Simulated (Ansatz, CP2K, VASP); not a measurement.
# One calculation of Os, 3 ways

```
CELL_PARAMETERS angstrom
2.73410 0.00000 0.00000
-1.36705 2.36780 0.00000
0.00000 0.00000 4.31970
ATOMIC_POSITIONS crystal
Os 0.66667 0.33333 0.75000
Os 0.33333 0.66667 0.25000
```

Alike in all runs: task single point; functional PBE; k mesh 11 × 11 × 6; occupations gaussian, width 0.012 eV; no spin polarisation; no spin-orbit coupling. Pressure is positive in compression and, in plane waves, holds the error of the finite cutoff.

| program and potentials | plane-wave cutoff (eV) | notes | pressure (GPa) |
| --- | --- | --- | --- |
| Ansatz, all-electron LAPW, scalar-relativistic | - | - | 8.74 |
| VASP, PBE PAW files Os, 520 eV | 520 | 8 valence electrons an atom on average | 8.80 |
| CP2K, POTENTIAL_UZH Os GTH-PBE-q16; TZVP-MOLOPT-PBE-GTH basis | - | atomic basis; 16 valence electrons an atom on average | 6.83 |

The pressure spans 6.83 (CP2K, POTENTIAL_UZH Os GTH-PBE-q16; TZVP-MOLOPT-PBE-GTH basis) to 8.80 GPa (VASP, PBE PAW files Os, 520 eV), with all-electron results at 8.74. Rows in atomic bases carry the error of their basis and grid, which can be large.

Differences between rows come from potentials, basis sets and numerical settings, since the functional is the same but for its coding. Runs on potential files found faulty are left out.
